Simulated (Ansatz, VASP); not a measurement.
# Ti4C in VASP and in Ansatz

```
Ti C
1.0
     3.25534    0.00000    0.00000
     0.00000    3.25534    0.00000
     0.00000    0.00000   20.17937
Ti C
4 1
Direct
  0.50000 0.50000 0.19822
  0.00000 0.00000 0.27888
  0.50000 0.50000 0.35519
  0.00000 0.00000 0.43011
  0.00000 0.12500 0.52034
```

Alike in both runs: functional PBE; k mesh 8 × 8 × 1; occupations gaussian, width 0.1 eV; no spin polarisation.

Ansatz relaxed the structure, and its values are those at the end. VASP's run is a single point on that final structure, the one shown.

|  | VASP | Ansatz |
| --- | --- | --- |
| version | VASP 6.6.1 | Ansatz 0.2.0 |
| potentials or method | VASP PAW PBE potentials, release 64 (Ti_sv, C) | scalar-relativistic, plane waves, PAW |
| plane-wave cutoff (eV) | 520 | 420 |
| valence electrons in the cell | 52 | 52 |

VASP gave:

| Property | Result |
| --- | --- |
| gap on the k mesh at the Fermi level (eV) | none |
| rms of the force components (eV/Å) | 0.469 |
| work function, face that differs most (eV) | 3.26 |

Which values does Ansatz return?

gap on the k mesh at the Fermi level (eV): none; rms of the force components (eV/Å): 0.472; work function, face that differs most (eV): 3.26.

A gap of «none» marks a metal or a gap that the smearing closes. With one functional, cell and mesh, what is left measures potentials, basis and numerics. Ansatz warned: «vacuum_below_fermi».
